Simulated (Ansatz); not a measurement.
Runs of Ansatz 0.2.0 on Ir. It takes space group Fm-3m (No. 225, cubic). The conventional cell has a = 3.831 Å, b = 3.831 Å, c = 3.831 Å, α = 90.00°, β = 90.00°, γ = 90.00°. Ir (site symmetry m-3m) is surrounded by 12 Ir at 2.71 Å. 

| task | level | potentials or basis | spin | cell | k mesh | cutoff (eV) | smearing | basis error allowed | mesh quality | pressure (GPa) |
| --- | --- | --- | --- | --- | --- | --- | --- | --- | --- | --- |
| band structure | PBE | all-electron LAPW, relativistic spinors | SOC, no magnetisation | as given | 9 × 9 × 9 | 284 | fermi-dirac 0.05 eV | 0.001 eV/atom | coarse | 11.6 |
| band structure | BLYP | all-electron LAPW, scalar-relativistic | off | as given | 12 × 12 × 12 | 284 | fermi-dirac 0.05 eV | 0.001 eV/atom | not flagged | 28.7 |
| relaxation of cell and atoms | revPBE | all-electron LAPW, scalar-relativistic | off | relaxed | 12 × 12 × 12 | - | fermi-dirac 0.05 eV | 0.001 eV/atom | not flagged | 0.0 |
| single point | PBE | all-electron LAPW, scalar-relativistic | off | as given | 5 × 5 × 5 | 263 | fermi-dirac 0.06 eV | 0.002 eV/atom | coarse | 16.2 |
| band structure | PBEsol | all-electron LAPW, relativistic spinors | SOC, no magnetisation | as given | 9 × 9 × 9 | 284 | fermi-dirac 0.05 eV | 0.001 eV/atom | coarse | (a) |

Problem. Estimate the missing entries.

Solution. (a) -0.2.

Caveats: some runs use coarse meshes; the k mesh is thin for a metal, which can move the energy by tens of meV per atom (some runs); a pressure of tens of GPa on the cell as given is suspect, and the run, the potentials or the cell itself is likely at fault (some runs); so large a pressure means that the cell lies far from this level's equilibrium, or that cutoff or potentials fall short (some runs).
